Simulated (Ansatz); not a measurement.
# PtS2 under changes of volume

One of the cells (18.261 Å³/atom); the others are scaled copies at fixed shape and fractional positions:

```
Pt S
1.0
     3.54320    0.00000    0.00000
    -1.77160    3.06850    0.00000
     0.00000    0.00000    5.03880
Pt S
1 2
Direct
  0.00000 0.00000 0.00000
  0.66667 0.33333 0.77300
  0.33333 0.66667 0.22700
```

| Quantity | Value |
| --- | --- |
| Program | Ansatz 0.2.0 |
| Functional | r2SCAN |
| Potentials or basis | Ansatz PAW |
| Cutoff | 500 eV (not typed: the program's choice for these potentials) |
| k mesh | 7 × 7 × 5 |
| Occupations | fermi-dirac, width 0.05 eV |
| Spin | no spin polarisation |

```csv
volume (Å³/atom),energy over the lowest point (meV/atom),pressure (GPa),gap on the mesh (eV),largest force (eV/Å)
17.165,?,?,?,?
17.531,90.76,17.3,1.10,1.899
17.896,56.27,13.1,1.07,1.544
18.261,30.83,9.3,1.05,1.217
18.626,13.52,5.9,1.03,0.915
18.992,3.49,2.9,1.02,0.637
19.357,0.00,0.2,1.00,0.380
```

Problem. What does the run at 17.165 Å³/atom give?

Solution. Energy over the lowest point 135.38 meV/atom; pressure 22.0 GPa; gap on the mesh 1.12 eV; largest force 2.285 eV/Å.

Worked out: A Birch-Murnaghan fit of order 3 (a polynomial in V^(-2/3)) to the other rows has its minimum at 19.38 Å³/atom, just outside them, with B0 = V·E''(V) = 135 GPa and B' = 4.8 at fixed shape and positions, which overstates the stiffness. It gives 135.53 meV/atom at 17.165 Å³/atom, against the run's 135.38, and -dE/dV = 22.0 GPa, against 22.0. A straight line through the other rows of the gap, of slope -0.968 eV per unit of ln V, extrapolates to 1.11 eV, against the run's 1.12.

Energies are extrapolated to zero smearing.

Caveats: odd divisions of the mesh miss points on the zone boundary, where band edges often lie, so the gap on the mesh can be too wide; spin-orbit coupling is left out, which moves the levels of the heavy elements; the PAW data sets come from PBE, with cores solved anew for the run's functional, which leaves a small shift of forces and pressure; forces of over 1 eV/Å show positions far from the minimum, so gaps and moduli don't describe the material at rest (some runs).

A mesh can miss the band edges.
